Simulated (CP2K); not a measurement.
Runs of CP2K 2026.2 on NbAs. Symmetry: I4_1md, No. 109, tetragonal system. Conventional cell: a = 3.452 Å, b = 3.452 Å, c = 11.680 Å, α = 90.00°, β = 90.00°, γ = 90.00°. Nb (site symmetry 2mm) has 6 As at 2.60 to 2.63 Å as nearest neighbours. As (site symmetry 2mm) is surrounded by 6 Nb at 2.60 to 2.63 Å. 

```tsv
level	cutoff of the non-local correlation (Ry)	gap on the mesh (eV)	pressure (GPa)	largest force (eV/Å)
PBEsol	-	-	1.4	0.31
LDA	-	-	0.0	0.31
TASK	-	none	(b)	0.27
PBE	-	none	5.3	0.31
RPBE	-	none	(a)	0.31
rev-vdW-DF2	300	none	(c)	0.32
vdW-DF-cx	300	none	3.0	0.32
```

Alike in all rows: task band structure; potentials or basis POTENTIAL_UZH Nb GTH-PBE-q13, As GTH-PBE-q5; TZVP-MOLOPT-PBE-GTH basis; no spin polarisation; cell as given; k mesh 8 × 8 × 8; smearing fermi-dirac 0.05 eV.

Task: Estimate the missing entries.

Result: (a) 6.9; (b) 7.2; (c) 4.9.

Caveats: the basis of atomic orbitals isn't converged, which shifts pressures, moduli and gaps; the potentials were made for another functional, which shifts forces and pressure (some runs).

A k mesh can miss the band edges, and the runs leave out spin-orbit coupling on As, Nb.

A gap of «none» marks a metal or a gap under the smearing width.
